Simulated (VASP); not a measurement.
Here is a VASP 6.6.1 calculation.

File INCAR:

```
SYSTEM = Ag
PREC = Accurate
ENCUT = 520
EDIFF = 1E-6
ISMEAR = -1
SIGMA = 0.02
LREAL = .FALSE.
LASPH = .TRUE.
NELM = 80
ALGO = Normal
ISIF = 2
LWAVE = .FALSE.
LCHARG = .FALSE.
LNONCOLLINEAR = .TRUE.
MAGMOM = 0.5 0 0
LORBIT = 11
LMAXMIX = 4
GGA = AM
```

File KPOINTS:

```
regular mesh
0
G
  8 8 8
  0 0 0
```

The input POSCAR:

```
Ag
1.0
    0.0000000000      2.1401678347      2.1401678347
    2.1401678347      0.0000000000      2.1401678347
    2.1401678347      2.1401678347      0.0000000000
Ag
1
Direct
    0.0000000000      0.0000000000      0.0000000000
```

Potentials or basis: VASP PAW PBE potentials, release 64 (Ag).

Launch:

```sh
$ cat potpaw_PBE.64/Ag/POTCAR > POTCAR
$ mpirun -np 1 vasp_ncl > vasp.out
```

Task: Estimate the net moment.

Result: 0.00 μB per cell.

Task: What does it give for the band gap on the k mesh?

Result: None (metal or under the smearing width).

Task: Predict the pressure.

Result: -11.0 GPa.

Moments on the atoms (μB; x, y, z):
```
Ag  0.00 0.00 0.00
```

Caveat: the PAW data sets were made with another functional, which shifts forces and pressure a little.
